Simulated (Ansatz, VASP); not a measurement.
## One calculation of Hg, two programs

The input INCAR:

```
PREC = Accurate
ENCUT = 520
EDIFF = 1E-7
ISMEAR = -1
SIGMA = 0.05
LREAL = F
LASPH = T
NELM = 100
ALGO = Normal
ISIF = 2
LWAVE = F
LCHARG = F
GGA = PE
NBANDS = 19
```

KPOINTS

```
regular mesh
0
Gamma
  9 9 5
```

Contents of POSCAR:

```
Hg
1.0
    3.4150226917      0.0000000000      0.0000000000
   -1.7075113459      2.9574964055      0.0000000000
    0.0000000000      0.0000000000      5.4133831306
Hg
2
Direct
    0.3333333333      0.6666666667      0.2500000000
    0.6666666667      0.3333333333      0.7500000000
```

File input.yaml:

```yaml
crystal:
  lattice:
    - [3.4150226917, 0.0, 0.0]
    - [-1.7075113459, 2.9574964055, 0.0]
    - [0.0, 0.0, 5.4133831306]
  atoms:
    - { symbol: Hg, position: [0.3333333333, 0.6666666667, 0.25] }
    - { symbol: Hg, position: [0.6666666667, 0.3333333333, 0.75] }
hamiltonian:
  xc: pbe
  pseudopotentials: { kind: paw }
kpoints:
  mp_grid: { grid: [9, 9, 5] }
scf:
  occupations: { method: fermi_dirac, width: 0.05 }
output:
  forces: true
  stress: true
  eigenvalues: true
```

Change from the starting cell: volume scaled by 0.96.

Alike in both runs: task single point; functional PBE; k mesh 9 × 9 × 5; occupations fermi-dirac, width 0.05 eV; no spin polarisation.

```csv
,VASP,Ansatz
version,VASP 6.6.1,Ansatz 0.2.0
potentials or method,"VASP PAW PBE potentials, release 64 (Hg)",Ansatz PAW
plane-wave cutoff (eV),520,420
valence electrons in the cell,24,40
```

Ansatz gave:

- gap on the k mesh at the Fermi level (eV): none
- pressure (GPa): 1.4
- largest component of the traceless stress (GPa): 0.35

**Question.** Which values does VASP return?

**Answer.** gap on the k mesh at the Fermi level (eV): none; pressure (GPa): 1.5; largest component of the traceless stress (GPa): 0.36.

A gap of «none» marks a metal or a gap that the smearing closes. The two sets of potentials don't hold the same shells in valence.

Spin-orbit coupling is left out, which matters for the levels of Hg.
